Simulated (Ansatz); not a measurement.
## From the elastic tensor of PbS to moduli and sound speeds

The calculation used DFT PBE, scalar-relativistic, plane waves, PAW (Ansatz). Plane waves to 420 eV; Γ-centred k mesh 12×12×12; fixed occupations. No spin polarisation.

Space group Fm-3m (No. 225), cubic, a = 6.009 Å. Pb has 6 S at 3.00 Å; around S lie 6 Pb at 3.00 Å.

The cell was relaxed from a distorted copy of a database structure. Spin–orbit coupling is left out, which matters for heavy elements.

Relaxed-ion constants (GPa, on the Cartesian axes of the calculation):
```
124.8  16.8  16.8   0.0   0.0   0.0
 16.8 124.8  16.8   0.0   0.0   0.0
 16.8  16.8 124.8   0.0   0.0   0.0
  0.0   0.0   0.0  20.1   0.0   0.0
  0.0   0.0   0.0   0.0  20.1   0.0
  0.0   0.0   0.0   0.0   0.0  20.1
```

Density 7.324 g/cm³; 2 atoms in 54.24 Å³.

With S = C⁻¹: B_V = (C11+C22+C33+2(C12+C13+C23))/9, G_V = (C11+C22+C33−C12−C13−C23+3(C44+C55+C66))/15, 1/B_R = S11+S22+S33+2(S12+S13+S23), 15/G_R = 4(S11+S22+S33−S12−S13−S23)+3(S44+S55+S66); Hill is their mean. Then v_l = √((B+4G/3)/ρ), v_t = √(G/ρ), v_m = [(2/v_t³+1/v_l³)/3]^(−1/3) and Θ = (ħ/k_B)·v_m·(6π²n/V)^(1/3) for n atoms in the volume V; E = 9BG/(3B+G), ν = (3B−2G)/(2(3B+G)) and A^U = 5G_V/G_R + B_V/B_R − 6.

| Property | Result |
| --- | --- |
| Bulk modulus, Voigt / Reuss / Hill | 52.8 / 52.8 / 52.8 GPa |
| Shear modulus, Voigt / Reuss / Hill | 33.6 / 26.8 / 30.2 GPa |
| Young's modulus | 76 GPa |
| Poisson ratio | 0.260 |
| Pugh ratio B/G | 1.75 (under 1.75, the rule of thumb for brittle) |
| Universal anisotropy index | 1.28 |
| Longitudinal and transverse sound speeds | 3566 and 2031 m/s |
| Debye temperature from the mean sound speed | 224 K |
